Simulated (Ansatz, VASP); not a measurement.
Pb: VASP beside Ansatz

```xyz
1
Lattice="0.0000 2.4750 2.4750 2.4750 0.0000 2.4750 2.4750 2.4750 0.0000" Properties=species:S:1:pos:R:3 pbc="T T T"
Pb    0.0000    0.0000    0.0000
```

Alike in both runs: task single point; functional PBE; k mesh 9 × 9 × 9; occupations gaussian, width 0.05 eV; no spin polarisation.

|  | VASP | Ansatz |
| --- | --- | --- |
| version | VASP 6.6.1 | Ansatz 0.2.0 |
| potentials or method | VASP PAW PBE potentials, release 64 (Pb_d), cutoff 520 eV | all-electron LAPW, scalar-relativistic |

VASP gave:

| Item | Value |
| --- | --- |
| gap on the k mesh at the Fermi level (eV) | none |
| pressure (GPa) | 2.2 |

Question: What did Ansatz give for the same quantities?

Answer: gap on the k mesh at the Fermi level (eV): none; pressure (GPa): 2.3.

A gap of «none» marks a metal or a gap that the smearing closes. Ansatz ran all-electron here, so the differences hold the error of VASP's frozen core and of both bases.

The runs have no spin-orbit coupling, so splittings on Pb are missing.
